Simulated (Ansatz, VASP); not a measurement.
# One calculation of W, two programs

```
W
1.0
     2.57708    0.00000    0.00000
     0.00000    2.57708    0.00000
     0.00000    0.00000    2.57708
W
1
Direct
  0.00000 0.00000 0.00000
```

The cell was built by a generator and needn't be a form met in nature.

Alike in both runs: task relaxation of cell and atoms; functional BLYP; k mesh 12 × 12 × 12; occupations fermi-dirac, width 0.1 eV; no spin polarisation.

|  | VASP | Ansatz |
| --- | --- | --- |
| version | VASP 6.6.1 | Ansatz 0.2.0 |
| potentials or method | VASP PAW PBE potentials, release 64 (W_sv) | plane waves (420 eV) with PAW, scalar-relativistic |
| plane-wave cutoff (eV) | 600 | 420 |
| valence electrons in the cell | 14 | 14 |

VASP gave:

```
relaxed volume (Å³/atom)                                     : 19.20
relaxed cell length with the largest relative difference (Å) : 2.678
energy change over the relaxation (meV/atom)                 : -171
```

Problem. Which values does Ansatz return?

Solution. Relaxed volume (Å³/atom): 19.09; relaxed cell length with the largest relative difference (Å): 2.673; energy change over the relaxation (meV/atom): -151.

Caveats: the PAW data sets were made with another functional, which shifts forces and pressure a little (VASP). The runs have no spin-orbit coupling, so splittings on W are missing.
